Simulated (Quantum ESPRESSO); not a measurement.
# WC (Qusongite) in Quantum ESPRESSO: the effect of functional

The system is WC (Qusongite).

```
W C
1.0
     2.90650    0.00000    0.00000
    -1.45325    2.51710    0.00000
     0.00000    0.00000    2.83660
W C
1 1
Direct
  0.00000 0.00000 0.00000
  0.66667 0.33333 0.50000
```

Alike in all runs:

```yaml
Program: Quantum ESPRESSO 7.5
Task: phonons
Cutoff: 1116 eV
Density_cutoff: 4463 eV
k_mesh: 7 × 7 × 6
Occupations: cold, width 0.2 eV
Spin: no spin polarisation
```

Each run relaxes the cell or the atoms first.

Q: One run gave: relaxed volume 10.12 Å³/atom; highest phonon frequency 634 cm⁻¹. Which functional did it use?
A. PW91
B. PBE
C. PBEsol
D. RPBE
E. LDA

A: E.

```csv
functional,potentials or basis,relaxed volume (Å³/atom),highest phonon frequency (cm⁻¹)
LDA,PseudoDojo 0.4.1 SR LDA standard,10.12,634
PBE,PseudoDojo 0.4.1 SR PBE standard,10.54,613
PBEsol,PseudoDojo 0.4.1 SR PBEsol standard,10.31,628
PW91,PseudoDojo 0.4.1 SR PBE standard,10.56,607
RPBE,PseudoDojo 0.4.1 SR PBE standard,10.63,607
BLYP,PseudoDojo 0.4.1 SR PBE standard,10.92,572
vdW-DF-cx,PseudoDojo 0.4.1 SR PBE standard,10.38,623
```

Caveats: all runs use coarse meshes; the mesh is thin for the phonons of a metal; the potentials were made for another functional, which shifts forces and pressure (some runs).

Not every run made on this cell is shown here.
